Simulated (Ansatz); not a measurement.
# AlP: the cost of one run

Program: Ansatz 0.2.0. Level of theory: DFT PBE, scalar-relativistic, plane waves, PAW. These are calculated values, not measurements.

The COD entry's cell or inner coordinates are ideal or old and differ from later refinements, so a difference from it is no clean test against experiment.

## (1) The structure to begin with

It takes space group F-43m (No. 216, cubic). The conventional cell has a = 5.507 Å, b = 5.507 Å, c = 5.507 Å, α = 90.00°, β = 90.00°, γ = 90.00°. Around Al (site symmetry -43m) lie 4 P at 2.38 Å. Around P (site symmetry -43m) lie 4 Al at 2.38 Å.

Coordinates:

```cif
data_structure
_symmetry_space_group_name_H-M 'P 1'
_symmetry_Int_Tables_number 1
_cell_length_a 3.8939
_cell_length_b 3.8939
_cell_length_c 3.8939
_cell_angle_alpha 60.000
_cell_angle_beta 60.000
_cell_angle_gamma 60.000
_cell_volume 41.75
loop_
_atom_site_label
_atom_site_type_symbol
_atom_site_fract_x
_atom_site_fract_y
_atom_site_fract_z
_atom_site_occupancy
Al1 Al 0.00000 0.00000 0.00000 1
P1 P 0.75000 0.75000 0.75000 1
```

It is the result of an earlier relaxation at this level (volume 20.87 Å³/atom; gap on the mesh: 1.63 eV).

## (2) Cutting the (100) slab

Planes are indexed in the bulk's conventional cell (F-43m (No. 216)), a = 5.507 Å, b = 5.507 Å, c = 5.507 Å, α = 90.00°, β = 90.00°, γ = 90.00°.

The slab is a (100) slab, 12.4 Å thick as cut, with 15 Å of vacuum; its outer planes are Al (top) and P (bottom).

The slab as cut. Layers, bottom to top:

| plane | atoms per cell | height over the lowest (Å) |
| --- | --- | --- |
| 1 | P | 0.00 |
| 2 | Al | 1.38 |
| 3 | P | 2.75 |
| 4 | Al | 4.13 |
| 5 | P | 5.51 |
| 6 | Al | 6.88 |
| 7 | P | 8.26 |
| 8 | Al | 9.64 |
| 9 | P | 11.01 |
| 10 | Al | 12.39 |

## (3) Single point on the unrelaxed (100) slab

A dipole layer in the vacuum cancels the field that periodic copies would set up if the slab's two faces differ.

input.yaml reads:

```yaml
crystal:
  lattice:
    - [3.8938964222, 0.0, 0.0]
    - [0.0, 3.8938964222, 0.0]
    - [0.0, 0.0, 27.3903025442]
  atoms:
    - { symbol: P, position: [0.0, 0.5, 0.2738195384] }
    - { symbol: Al, position: [0.5, 0.5, 0.3240818632] }
    - { symbol: P, position: [0.5, 0.0, 0.374344188] }
    - { symbol: Al, position: [0.0, 0.0, 0.4246065128] }
    - { symbol: P, position: [0.0, 0.5, 0.4748688376] }
    - { symbol: Al, position: [0.5, 0.5, 0.5251311624] }
    - { symbol: P, position: [0.5, 0.0, 0.5753934872] }
    - { symbol: Al, position: [0.0, 0.0, 0.625655812] }
    - { symbol: P, position: [0.0, 0.5, 0.6759181368] }
    - { symbol: Al, position: [0.5, 0.5, 0.7261804616] }
basis:
  ecutwfc: 420
kpoints:
  mp_grid: { grid: [7, 7, 1] }
hamiltonian:
  xc: pbe
scf:
  occupations: { method: gaussian, width: 0.05 }
output:
  forces: true
  stress: true
  eigenvalues: true
efield:
  axis: 3
  dipole_correction: true
  ramp_width: 0.04
```

Started as:

```
$ ansatz run input.yaml --threads 1 --pin off --max-ram 2560MiB --backend cpu --events-out ev --progress --plain --runs-dir out
```

What time and memory should one allow on 1 thread of Intel Xeon at 2.50GHz (Skylake/Cascade Lake), shared host?

About 45 s, with a peak of 0.55 GiB.
